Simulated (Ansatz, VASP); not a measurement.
## Mg: VASP beside Ansatz

```
CELL_PARAMETERS angstrom
0.00000 2.24426 2.24426
2.24426 0.00000 2.24426
2.24426 2.24426 0.00000
ATOMIC_POSITIONS crystal
Mg 0.00000 0.00000 0.00000
```

Alike in both runs: task single point; functional PBE; k mesh 10 × 10 × 10; no spin polarisation.

|  | VASP | Ansatz |
| --- | --- | --- |
| version | VASP 6.6.1 | Ansatz 0.2.0 |
| potentials or method | VASP PAW PBE potentials, release 64 (Mg), cutoff 520 eV | all-electron LAPW, non-relativistic |
| occupations | methfessel-paxton of order 1, width 0.025 eV | cold, width 0.025 eV |

```csv
,VASP,Ansatz,Ansatz less VASP
gap on the k mesh at the Fermi level (eV),none,none,-
pressure (GPa),0.7,0.9,+0.16
```

A gap of «none» marks a metal or a gap that the smearing closes. Ansatz ran all-electron here, so the differences hold the error of VASP's frozen core and of both bases.
